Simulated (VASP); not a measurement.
Runs of VASP 6.6.1 on Co. The structure is hexagonal, space group P6_3/mmc (No. 194). The conventional cell has a = 2.471 Å, b = 2.471 Å, c = 8.088 Å, α = 90.00°, β = 90.00°, γ = 120.00°. Co (site symmetry -6m2) is surrounded by 12 Co at 2.47 Å. Around Co (site symmetry -3m) lie 12 Co at 2.47 Å. 

```csv
task,level,potentials or basis,cell,k mesh,cutoff (eV),smearing,ladder,gap on the mesh (eV),pressure (GPa),moment (μB),V0 of scaled cells (Å³/atom),relaxed volume (Å³/atom),B0 (GPa)
single point,PBEsol,"VASP PAW PBE potentials, release 64 (Co)",as given,12 × 12 × 4,520,fermi-dirac 0.05 eV,free,none,-6.5,6.55,-,-,-
single point,PBE,"VASP PAW PBE potentials, release 64 (Co)",as given,12 × 12 × 4,520,fermi-dirac 0.05 eV,-,none,3.8,6.57,-,-,-
relaxation of cell and atoms,r2SCAN+rVV10,"VASP PAW PBE potentials, release 64 (Co)",relaxed,9 × 9 × 3,600,methfessel-paxton 0.1 eV,-,none,0.0,7.40,-,10.67,-
equation of state,PBE,"VASP PAW PBE potentials, release 64 (Co)",as given,12 × 12 × 4,520,fermi-dirac 0.05 eV,-,-,-,-,10.88,-,(a)
relaxation of cell and atoms,LDA,"VASP PAW LDA potentials, release 64 (Co)",relaxed,10 × 10 × 4,600,fermi-dirac 0.05 eV,gaps,none,-0.1,6.04,-,9.99,-
relaxation of cell and atoms,r2SCAN,"VASP PAW PBE potentials, release 64 (Co)",relaxed,9 × 9 × 3,600,methfessel-paxton 0.1 eV,-,none,0.0,(b),-,10.77,-
relaxation of cell and atoms,rSCAN,"VASP PAW PBE potentials, release 64 (Co)",relaxed,9 × 9 × 3,600,methfessel-paxton 0.1 eV,-,none,0.0,7.36,-,10.70,-
equation of state,PBEsol,"VASP PAW PBE potentials, release 64 (Co)",as given,12 × 12 × 4,520,fermi-dirac 0.05 eV,free,-,-,-,(d),-,(c)
```

Alike in all rows: spin collinear, ferromagnetic start.

Problem. Estimate the missing entries.

Solution. (a) 206; (b) 7.42; (c) 229; (d) 10.37.

Caveats: the PAW data sets were made with another functional, which shifts forces and pressure a little (some runs); the cell was scaled at fixed shape and fractional positions, which overstates the stiffness of a crystal with free parameters, most of all of layers and chains (some runs).

A k mesh can miss the band edges.

A gap of «none» marks a metal or a gap under the smearing width.

Not every run made on this cell is shown here.
